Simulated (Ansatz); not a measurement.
# PbSe: band gap under strain

How does strain move the band edges of rocksalt PbSe, and do the functionals agree on it? States: +2.0 % biaxial strain in x and y, free along z; +3.0 % biaxial strain in x and y, free along z; +4.0 % biaxial strain in x and y, free along z.

The runs shown are made with Ansatz 0.2.0. PAW datasets, plane waves. No spin polarisation and no zero-point or thermal motion.

### 1 The system as given

The unstrained cell was relaxed with r2SCAN; in each strained cell the atoms were relaxed again with r2SCAN. Names of k-points are those of the unstrained zone, where strain can split equivalent points. First state: +2.0 % biaxial strain in x and y, free along z.

It is tetragonal, I4/mmm (No. 139); conventional cell a = 4.455 Å, c = 6.152 Å, 30.53 Å³ an atom. Pb has 6 Se at 3.08–3.15 Å; Se has 6 Pb at 3.08–3.15 Å.

Structure file:

```cif
data_structure
_symmetry_space_group_name_H-M 'I4/mmm'
_symmetry_Int_Tables_number 139
_cell_length_a 4.4554
_cell_length_b 4.4554
_cell_length_c 6.1517
_cell_angle_alpha 90.000
_cell_angle_beta 90.000
_cell_angle_gamma 90.000
_cell_volume 122.12
loop_
_atom_site_label
_atom_site_type_symbol
_atom_site_symmetry_multiplicity
_atom_site_Wyckoff_symbol
_atom_site_fract_x
_atom_site_fract_y
_atom_site_fract_z
_atom_site_occupancy
Pb1 Pb 2 a 0.00000 0.00000 0.00000 1
Se1 Se 2 b 0.00000 0.00000 0.50000 1
```

From earlier runs on the unstrained cell: PBE 0.37 eV, r2SCAN 0.67 eV, HSE06 0.79 eV, r2SCAN+SOC 0.11 eV; a = 6.177 Å.

### 2 +2.0 % biaxial strain in x and y, free along z: PBE

Contents of input.yaml:

```yaml
crystal:
  lattice:
    - [0.0, 3.1504762639, 3.0758372727]
    - [3.1504762639, 0.0, 3.0758372727]
    - [3.1504762639, 3.1504762639, 0.0]
  atoms:
    - { symbol: Pb, position: [0.0, 0.0, 0.0] }
    - { symbol: Se, position: [0.5, 0.5, 0.5] }
kpoints:
  mp_grid: { grid: [8, 8, 8] }
  band_path:
    path:
      - [0.0, 0.0, 0.0]
      - [0.5, 0.0, 0.5]
      - [0.625, 0.25, 0.625]
      - [0.375, 0.375, 0.75]
      - [0.5, 0.5, 0.5]
      - [0.5, 0.25, 0.75]
      - [0.0, 0.0, 0.5]
    npoints: 1
hamiltonian:
  xc: pbe
scf:
  occupations: { method: fermi_dirac, width: 0.02 }
  n_extra_bands: 4
output:
  forces: true
  stress: true
  eigenvalues: true
```

Command:

```console
$ ansatz run input.yaml --threads 2 --pin off --max-ram 20275MiB --backend cpu --events-out ev --progress --plain --runs-dir out
```

The runs that follow: +2.0 % biaxial strain in x and y, free along z: r2SCAN; +2.0 % biaxial strain in x and y, free along z: HSE06; +2.0 % biaxial strain in x and y, free along z: r2SCAN+SOC; +2.0 % biaxial strain in x and y, free along z: r2SCAN; +3.0 % biaxial strain in x and y, free along z: PBE; +3.0 % biaxial strain in x and y, free along z: r2SCAN; +3.0 % biaxial strain in x and y, free along z: HSE06; +3.0 % biaxial strain in x and y, free along z: r2SCAN+SOC; +3.0 % biaxial strain in x and y, free along z: r2SCAN; +4.0 % biaxial strain in x and y, free along z: PBE; +4.0 % biaxial strain in x and y, free along z: r2SCAN; +4.0 % biaxial strain in x and y, free along z: HSE06; +4.0 % biaxial strain in x and y, free along z: r2SCAN+SOC; +4.0 % biaxial strain in x and y, free along z: r2SCAN.

Q: Predict the outcome of this session.

The runs gave:

Least gap in eV (negative: overlap), with the change from the unstrained cell in brackets:

```
                                         state  volume change (%)           PBE        r2SCAN         HSE06
+2.0 % biaxial strain in x and y, free along z               +3.6  0.46 (+0.09)  0.76 (+0.09)  0.90 (+0.11)
+3.0 % biaxial strain in x and y, free along z               +5.4  0.49 (+0.12)  0.79 (+0.12)  0.93 (+0.14)
+4.0 % biaxial strain in x and y, free along z               +7.3  0.51 (+0.14)  0.81 (+0.14)  0.96 (+0.17)
```

In words: The largest move of the HSE06 gap in the table is +0.172 eV, under +4.0 % biaxial strain in x and y, free along z. PBE and HSE06 differ by 0.42 eV on the unstrained gap, and by at most 0.03 eV on its change: PBE follows the response to strain far better than the gap itself. Spin-orbit coupling is left out of the table, though the cell holds Pb (Z = 82); in an element this heavy it can shift bands and gaps by tenths of an eV.
